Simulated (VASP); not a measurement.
# Si (Fd-3m) in VASP: further runs, part 2 of 2

VASP 6.6.1.

### 4 Single point, PBE (grid = ENCUT=350 dk=0.9 cell=3x3x3 ISMEAR=0 SIGMA=0.05 LREAL=Auto EDIFF=1e-06)

INCAR

```
PREC     = Accurate       # precision mode
ENCUT    = 350            # plane-wave cutoff, eV
EDIFF    = 1E-6           # SCF threshold, eV
ISMEAR   = 0              # smearing method
SIGMA    = 0.05           # smearing width, eV
LREAL    = Auto         
LASPH    = True           # aspherical terms in the spheres
NELM     = 120            # most SCF steps
ALGO     = Fast           # electronic algorithm
ISIF     = 2              # what is computed and relaxed
LWAVE    = False          # write WAVECAR
LCHARG   = False          # write CHGCAR
GGA      = PE             # functional
NBANDS   = 126            # bands
NCORE    = 2            
KPAR     = 1
```

KPOINTS

```
Automatic mesh
0
Gamma
  1 1 1
```

POSCAR

```
Si
1.0
    0.0000000000      8.1655535595      8.1655535595
    8.1655535595      0.0000000000      8.1655535595
    8.1655535595      8.1655535595      0.0000000000
Si
54
Direct
    0.1666666667      0.1666666667      0.1666666667
    0.1666666667      0.1666666667      0.5000000000
    0.1666666667      0.1666666667      0.8333333333
    0.1666666667      0.5000000000      0.1666666667
    0.1666666667      0.5000000000      0.5000000000
    0.1666666667      0.5000000000      0.8333333333
    0.1666666667      0.8333333333      0.1666666667
    0.1666666667      0.8333333333      0.5000000000
    0.1666666667      0.8333333333      0.8333333333
    0.5000000000      0.1666666667      0.1666666667
    0.5000000000      0.1666666667      0.5000000000
    0.5000000000      0.1666666667      0.8333333333
    0.5000000000      0.5000000000      0.1666666667
    0.5000000000      0.5000000000      0.5000000000
    0.5000000000      0.5000000000      0.8333333333
    0.5000000000      0.8333333333      0.1666666667
    0.5000000000      0.8333333333      0.5000000000
    0.5000000000      0.8333333333      0.8333333333
    0.8333333333      0.1666666667      0.1666666667
    0.8333333333      0.1666666667      0.5000000000
    0.8333333333      0.1666666667      0.8333333333
    0.8333333333      0.5000000000      0.1666666667
    0.8333333333      0.5000000000      0.5000000000
    0.8333333333      0.5000000000      0.8333333333
    0.8333333333      0.8333333333      0.1666666667
    0.8333333333      0.8333333333      0.5000000000
    0.8333333333      0.8333333333      0.8333333333
    0.2500000000      0.2500000000      0.2500000000
    0.2500000000      0.2500000000      0.5833333333
    0.2500000000      0.2500000000      0.9166666667
    0.2500000000      0.5833333333      0.2500000000
    0.2500000000      0.5833333333      0.5833333333
    0.2500000000      0.5833333333      0.9166666667
    0.2500000000      0.9166666667      0.2500000000
    0.2500000000      0.9166666667      0.5833333333
    0.2500000000      0.9166666667      0.9166666667
    0.5833333333      0.2500000000      0.2500000000
    0.5833333333      0.2500000000      0.5833333333
    0.5833333333      0.2500000000      0.9166666667
    0.5833333333      0.5833333333      0.2500000000
    0.5833333333      0.5833333333      0.5833333333
    0.5833333333      0.5833333333      0.9166666667
    0.5833333333      0.9166666667      0.2500000000
    0.5833333333      0.9166666667      0.5833333333
    0.5833333333      0.9166666667      0.9166666667
    0.9166666667      0.2500000000      0.2500000000
    0.9166666667      0.2500000000      0.5833333333
    0.9166666667      0.2500000000      0.9166666667
    0.9166666667      0.5833333333      0.2500000000
    0.9166666667      0.5833333333      0.5833333333
    0.9166666667      0.5833333333      0.9166666667
    0.9166666667      0.9166666667      0.2500000000
    0.9166666667      0.9166666667      0.5833333333
    0.9166666667      0.9166666667      0.9166666667
```

Potentials or basis: VASP PAW PBE potentials, release 64 (Si).

Launch:

```
$ cat potpaw_PBE.64/Si/POTCAR > POTCAR
$ mpirun -np 4 vasp_std > vasp.out
```

OUTCAR:

```text
PREC = Accurate
   ENCUT = 350
   EDIFF = 1E-6
   ISMEAR = 0
   LREAL = Auto
   LASPH = True
   NELM = 120
   ISIF = 2
   GGA = PE

 Found      1 irreducible k-points:

 Following reciprocal coordinates:
            Coordinates               Weight
  0.000000  0.000000  0.000000      1.000000
   k-points           NKPTS =      1   k-points in BZ     NKDIM =      1   number of bands    NBANDS=    126
   number of dos      NEDOS =    301   number of ions     NIONS =     54
   total plane-waves  NPLWV = 343000
   dimension x,y,z NGX =    70 NGY =   70 NGZ =   70
   dimension x,y,z NGXF=   140 NGYF=  140 NGZF=  140
   ions per type =              54
[... 200 lines left out ...]
  Total       21.5048527     21.5048527     21.5048527     -0.0000000     -0.0000000      0.0000000
  in kB       31.6417259     31.6417259     31.6417259     -0.0000000     -0.0000000      0.0000000
  external PRESSURE =      31.6417259 kB  Pullay stress =       0.0000000 kB

 VOLUME and BASIS-vectors are now :
 -----------------------------------------------------------------------------
  energy-cutoff  :      350.00
  volume of cell :     1088.90
      direct lattice vectors                 reciprocal lattice vectors
     0.000000000  8.165553559  8.165553559    -0.061232836  0.061232836  0.061232836
     8.165553559  0.000000000  8.165553559     0.061232836 -0.061232836  0.061232836
     8.165553559  8.165553559  0.000000000     0.061232836  0.061232836 -0.061232836

 POSITION                                       TOTAL-FORCE (eV/Angst)
 -----------------------------------------------------------------------------------
      2.72185      2.72185      2.72185        -0.000000     -0.000000     -0.000000
      5.44370      5.44370      2.72185        -0.000000     -0.000000     -0.000000
      8.16555      8.16555      2.72185        -0.000000     -0.000000     -0.000000
      5.44370      2.72185      5.44370        -0.000000     -0.000000     -0.000000
      8.16555      5.44370      5.44370        -0.000000     -0.000000     -0.000000
     10.88740      8.16555      5.44370        -0.000000     -0.000000     -0.000000
[... 46 lines left out ...]
     12.24833     12.24833     14.97018         0.000000      0.000000      0.000000
     14.97018     14.97018     14.97018         0.000000      0.000000      0.000000
 -----------------------------------------------------------------------------------
    total drift:                                0.000001      0.000001      0.000001

  FREE ENERGIE OF THE ION-ELECTRON SYSTEM (eV)
  ---------------------------------------------------
  free  energy   TOTEN  =      -276.2699123912 eV

  energy  without entropy=     -276.2699123912  energy(sigma->0) =     -276.26991239
```

OSZICAR:

```text
N       E                     dE             d eps       ncg     rms          rms(c)
DAV:   1     0.491741760172E+03    0.49174E+03   -0.66359E+04   252   0.104E+03
DAV:   2    -0.220878118981E+03   -0.71262E+03   -0.68217E+03   312   0.174E+02
DAV:   3    -0.280754955404E+03   -0.59877E+02   -0.58816E+02   320   0.421E+01
DAV:   4    -0.282505136416E+03   -0.17502E+01   -0.17399E+01   296   0.860E+00
DAV:   5    -0.282574082493E+03   -0.68946E-01   -0.68904E-01   328   0.155E+00    0.265E+01
RMM:   6    -0.278138073077E+03    0.44360E+01   -0.23834E+00   255   0.290E+00    0.162E+01
RMM:   7    -0.276149326373E+03    0.19887E+01   -0.62588E+00   269   0.496E+00    0.105E+00
RMM:   8    -0.276247662407E+03   -0.98336E-01   -0.65041E-01   285   0.178E+00    0.511E-01
RMM:   9    -0.276265109294E+03   -0.17447E-01   -0.12222E-01   292   0.773E-01    0.495E-01
RMM:  10    -0.276268002639E+03   -0.28933E-02   -0.17307E-02   290   0.341E-01    0.301E-01
RMM:  11    -0.276269797537E+03   -0.17949E-02   -0.76011E-03   279   0.226E-01    0.996E-02
RMM:  12    -0.276269857624E+03   -0.60087E-04   -0.14091E-03   294   0.106E-01    0.150E-01
RMM:  13    -0.276269896245E+03   -0.38621E-04   -0.26581E-04   324   0.423E-02    0.189E-01
RMM:  14    -0.276269909448E+03   -0.13203E-04   -0.63097E-05   290   0.204E-02    0.109E-01
RMM:  15    -0.276269912855E+03   -0.34069E-05   -0.22020E-05   288   0.114E-02    0.742E-02
RMM:  16    -0.276269912391E+03    0.46340E-06   -0.57368E-06   220   0.558E-03
   1 F= -.27626991E+03 E0= -.27626991E+03  d E =-.686338E-12
```

Wall time 65 s (4 MPI ranks of AMD EPYC 7R13 (Zen 3), shared host); peak memory 0.29 GiB.

The run converged, but some of its settings lie outside the range that counts as converged, so its numbers aren't taken as properties of the crystal.

What came out:

```yaml
Free_energy: -276.2699 eV
Pressure: 3.2 GPa
Band_gap_on_the_k_mesh: 0.70 eV
```

Caveat: the k mesh is coarse (spacing up to 0.67 Å⁻¹), so the values aren't converged; an odd mesh through Γ misses points on the zone boundary, where band edges often lie.

### 5 The reference run

An earlier run on the cell as given: functional PBE; potentials or basis VASP PAW PBE potentials, release 64 (Si); cutoff 520 eV; k mesh 8 × 8 × 8; occupations fermi-dirac, width 0.05 eV; no spin polarisation.

* Pressure: 1.3 GPa
* Band gap on the k mesh: 0.63 eV, indirect (least direct gap 2.56 eV)
